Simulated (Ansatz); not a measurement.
## Co in Ansatz: the effect of target pressure

Co:

```
Co
1.0
     2.47200    0.00000    0.00000
    -1.23600    2.14081    0.00000
     0.00000    0.00000    4.02114
Co
2
Direct
  0.66667 0.33333 0.75000
  0.33333 0.66667 0.25000
```

Alike in all runs:

- Program: Ansatz 0.2.0
- Task: relaxation of cell and atoms
- Functional: PBEsol
- Potentials or basis: Ansatz PAW
- Cutoff: 420 eV (not typed: the program's choice for these potentials)
- k mesh: 12 × 12 × 7
- Occupations: fermi-dirac, width 0.05 eV
- Spin: collinear spin, ferromagnetic start
- Starting moments: [2.0, 2.0] μB

Each run relaxes the cell or the atoms first.

Question: One run gave: relaxed volume 10.16 Å³/atom; moment 3.07 μB. Which target pressure did it use?
A. 2 GPa
B. 5 GPa
C. 20 GPa
D. 0 GPa
E. 30 GPa

Answer: B.

```tsv
target pressure	relaxed volume (Å³/atom)	moment (μB)
0 GPa	10.37	3.13
2 GPa	10.28	3.11
5 GPa	10.16	3.07
10 GPa	9.97	3.03
20 GPa	9.66	2.99
30 GPa	9.40	2.97
```

Caveats: the plane-wave basis is chosen anew once the cell has moved, so the energies of steps on either side of that aren't comparable; the PAW data sets come from PBE, with cores solved anew for the run's functional, which leaves a small shift of forces and pressure.
